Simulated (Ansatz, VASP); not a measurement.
**Two plane-wave programs on TaN**

```
Ta N
1.0
     3.15791    0.00000    0.00000
    -1.57895    2.73483    0.00000
     0.00000    0.00000    2.75590
Ta N
1 1
Direct
  0.33333 0.66667 0.50000
  0.00000 0.00000 0.00000
```

Change from the starting cell: strain +0.080 along x and y, -0.040 along z, atoms carried along.

Alike in both runs: task single point; functional PBEsol; k mesh 24 × 24 × 20; occupations gaussian, width 0.15 eV; no spin polarisation.

|  | VASP | Ansatz |
| --- | --- | --- |
| version | VASP 6.6.1 | Ansatz 0.2.0 |
| potentials or method | VASP PAW PBE potentials, release 64 (Ta_pv, N) | scalar-relativistic, plane waves, PAW |
| plane-wave cutoff (eV) | 520 | 420 |
| valence electrons in the cell | 16 | 18 |

Ansatz gave:

- gap on the k mesh at the Fermi level (eV): none
- pressure (GPa): -26.7
- largest component of the traceless stress (GPa): 40.09

Which values does VASP return?

gap on the k mesh at the Fermi level (eV): none; pressure (GPa): -26.3; largest component of the traceless stress (GPa): 40.17.

A gap of «none» marks a metal or a gap that the smearing closes. The functional is the same, so the differences come from potentials, cutoffs and numerics. The two sets of potentials don't hold the same shells in valence.

Caveats: so large a pressure means that the cell lies far from this level's equilibrium, or that cutoff or potentials fall short (VASP); the potentials were made for another functional, which shifts forces and pressure (VASP). Spin-orbit coupling is left out, which matters for the levels of Ta.
